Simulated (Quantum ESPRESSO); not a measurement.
**Ga in Quantum ESPRESSO: the effect of strain**

Ga:

```
Ga
1.0
     1.39200   -4.06500    0.00000
     1.39200    4.06500    0.00000
     0.00000    0.00000    3.17000
Ga
2
Direct
  0.13300 0.86700 0.75000
  0.86700 0.13300 0.25000
```

This isn't the form of Ga at room conditions, which is orthorhombic.

Alike in all runs:

```yaml
Program: Quantum ESPRESSO 7.5
Task: relaxation of the atoms
Functional: PBEsol
Potentials_or_basis: GBRV 1.5 PBEsol
Cutoff: 762 eV
Density_cutoff: 6095 eV
k_mesh: 4 × 4 × 4
Occupations: fermi-dirac, width 0.05 eV
Spin: no spin polarisation
Kind_of_strain: uniaxial_x
Mixing_beta: 0.5
Most_SCF_iterations: 120
SCF_threshold: 4e-10 Ry
Most_ionic_steps: 40
Forc_conv_thr: 0.0004 Ry/bohr
Etot_conv_thr: 1e-05 Ry
```

Each run relaxes the cell or the atoms first.

Q: One run gave: pressure -3.9 GPa. Which strain did it use?
A. 0.01
B. 0.04
C. -0.01
D. -0.02
E. 0.02

A: B.

```tsv
strain	pressure (GPa)
-0.04	-0.4
-0.02	-1.5
-0.01	-2.0
0	-2.5
0.01	-2.9
0.02	-3.2
0.04	-3.9
```

Caveats: all runs use coarse meshes.
